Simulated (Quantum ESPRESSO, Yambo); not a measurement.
An input for Yambo 5.3.0 (AgCl (Fm-3m)):

```
optics
bss
bse
em1s
dipoles
rim_cut
RandQpts= 1000000
RandGvec= 1 RL
Chimod= "HARTREE"
BSKmod= "SEX"
BSEmod= "resonant"
BSSmod= "d"
BSENGexx= 20 Ry
BSENGBlk= 4 Ry
% BSEQptR
 1 | 1 |
%
% BSEBands
 23 | 28 |
%
% BEnRange
 0 | 7 | eV
%
% BDmRange
 0.1 | 0.1 | eV
%
BEnSteps= 141
% BLongDir
 1 | 0 | 0 |
%
% BndsRnXs
 9 | 46 |
%
NGsBlkXs= 4 Ry
% LongDrXs
 1 | 1 | 1 |
%
% KfnQP_E
 1.45 | 1.0 | 1.0 |
%
WRbsWF
FFTGvecs= 33 Ry
```

```sh
OMP_NUM_THREADS=2 mpirun -n 2 yambo -F bse5.in -J bse5 -C bse5 > bse5.log
```

The stored states that it reads are on a 6×6×6 mesh. Symmetry: Fm-3m, No. 225, cubic system. The conventional cell has a = 5.597 Å, b = 5.597 Å, c = 5.597 Å, α = 90.00°, β = 90.00°, γ = 90.00°. Ag has 6 Cl at 2.80 Å nearest. Cl has 6 Ag at 2.80 Å nearest. Farther neighbours and most contacts between anions are not listed.

Estimate wall time and host memory on 2 MPI ranks of Arm Neoverse V1, shared host.

It took 41 s; on shared hardware allow 20 s to 82 s. Peak host memory was 0.67 GiB.

The kernel grows as the square of the matrix size, and full diagonalisation as its cube.

[Paths, hosts, dates, memory and timing lines, banners, echoed tables and standing remarks are left out of the program output.]

[Logs are printed without paths, hosts, clocks, repeated set-up lines and the standing remarks that a program may print on its own settings, such as how far it seeks lower states.]

[Runs of the session that timed out or met a known fault of the program may be left out.]

[Hosts, paths, dates, database ids (printed as entryN), source tags and the programs' standing remarks are cut or masked in the printed files.]
